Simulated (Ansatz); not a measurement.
`CC1=CCC=C1` + `CC(N)S` → `CSC(C)N` + `C1=CCC=C1`  (substitution at a C–C bond)

Gas-phase electronic energies from Ansatz, PBE0-D4/def2-TZVP geometries. CCSD(T)/CBS adds triple-zeta CCSD(T) − MP2 to the extrapolated MP2 energy (def2 sets, frozen cores). Functionals use def2-TZVPP. B3LYP here is the variant with VWN-RPA as its local correlation; programs differ in this. Each species was taken in one conformer, which may not be the lowest.

Problem. Is it downhill or uphill in electronic energy at CCSD(T)/CBS, and by how much? (Best estimate.)

Solution. Computed: Uphill: ΔE = +5.4 kJ/mol.

Problem. What do these levels give: PBE-D4, B2PLYP, PBE, B3LYP, SCS-MP2/def2-TZVPP, MP2/CBS(def2)? (Estimate.)

Solution. Computed: PBE-D4 2.8, B2PLYP 5.9, PBE 3.0, B3LYP 5.9, SCS-MP2/def2-TZVPP 8.0, MP2/CBS(def2) 4.3 kJ/mol.

Largest T1 diagnostic among the species: 0.011.

In def2-TZVPP, CCSD(T) changes the Hartree–Fock value by −4.0 kJ/mol (the triples alone add −1.9 kJ/mol) and MP2 by −5.1 kJ/mol.
